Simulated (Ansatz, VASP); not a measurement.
BN in VASP and in Ansatz

```
CELL_PARAMETERS angstrom
0.00000 1.74896 1.81239
1.81239 0.00000 1.81239
1.81239 1.74896 0.00000
ATOMIC_POSITIONS crystal
B 0.00000 0.00000 0.00000
N 0.75000 0.75000 0.75000
```

Change from the starting cell: engineering shear strain xz +0.0000, normal strain along z -0.0350.

Alike in both runs: task single point; functional PBE; k mesh 12 × 12 × 12; occupations gaussian, width 0.05 eV; no spin polarisation.

|  | VASP | Ansatz |
| --- | --- | --- |
| version | VASP 6.6.1 | Ansatz 0.2.0 |
| potentials or method | VASP PAW PBE potentials, release 64 (B, N) | scalar-relativistic, plane waves, PAW |
| plane-wave cutoff (eV) | 520 | 520 |
| valence electrons in the cell | 8 | 8 |

Ansatz gave:

| Property | Result |
| --- | --- |
| gap on the k mesh at the Fermi level (eV) | 3.87 |
| least direct gap on the mesh (eV) | 8.58 |
| pressure (GPa) | 14.1 |
| largest component of the traceless stress (GPa) | 14.22 |

What did VASP give for the same quantities?

gap on the k mesh at the Fermi level (eV): 3.85; least direct gap on the mesh (eV): 8.57; pressure (GPa): 14.4; largest component of the traceless stress (GPa): 14.22.

With one functional, cell and mesh, what is left measures potentials, basis and numerics.

A k mesh can miss the band edges.
